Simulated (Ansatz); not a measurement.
Crystal: Mo.

```
Mo
1.0
    -1.58381    1.58381    1.58381
     1.58381   -1.58381    1.58381
     1.58381    1.58381   -1.58381
Mo
1
Cartesian
  0.0000 0.0000 0.0000
```

| Item | Value |
| --- | --- |
| Program | Ansatz 0.2.0 |
| Task | relaxation of cell and atoms |
| Functional | PBEsol |
| Dispersion | D3(BJ) |
| Potentials or basis | Ansatz PAW |
| Cutoff | 420 eV (not typed: the program's choice for these potentials) |
| k mesh | 12 × 12 × 12 |
| Occupations | fermi-dirac, width 0.05 eV |
| Spin | no spin polarisation |

At the start: volume 15.89 Å³/atom.

Q: How do energy, volume and symmetry change on relaxing?

A: It ends after 5 steps and the volume is 14.92 Å³/atom (-6.1 %); space group Im-3m (No. 229, to 0.05 Å).

The path:
```csv
step,energy change (eV),largest force (eV/Å),volume (Å³)
1,0.0000,0.0000,15.89
2,-0.0528,0.0000,15.04
3,-0.0538,0.0000,14.92
4,-0.0538,0.0000,14.92
5,-0.0537,0.0000,14.92
```

Final structure:
```cif
data_structure
_symmetry_space_group_name_H-M 'P 1'
_symmetry_Int_Tables_number 1
_cell_length_a 2.6859
_cell_length_b 2.6859
_cell_length_c 2.6859
_cell_angle_alpha 109.471
_cell_angle_beta 109.471
_cell_angle_gamma 109.471
_cell_volume 14.92
loop_
_atom_site_label
_atom_site_type_symbol
_atom_site_fract_x
_atom_site_fract_y
_atom_site_fract_z
_atom_site_occupancy
Mo1 Mo 0.00000 0.00000 0.00000 1
```

Caveat: the plane-wave basis is chosen anew once the cell has moved, so the energies of steps on either side of that aren't comparable; the PAW data sets come from PBE, with cores solved anew for the run's functional, which leaves a small shift of forces and pressure.
